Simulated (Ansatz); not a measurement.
SnO, rock salt type; equations of state without spin from Ansatz PAW hard set, 700 eV.

PBE (k-mesh 19³, smearing 0.061 eV) gives V₀ = 16.770 Å³/atom and B₀ = 92 GPa.

(1) What does r²SCAN give (700 eV, k-mesh 12³, smearing 0.1 eV)?

Answers

(1) V₀ = 16.367 Å³/atom (-2.4 %) and B₀ = 102 GPa (+11 %).

This cubic structure is a model: it isn't the usual form of the substance at ambient conditions, and such phases are metastable or hypothetical. Potentials made with PBE were used with another functional (at least in: Ansatz PAW hard set, 700 eV (r²SCAN)).
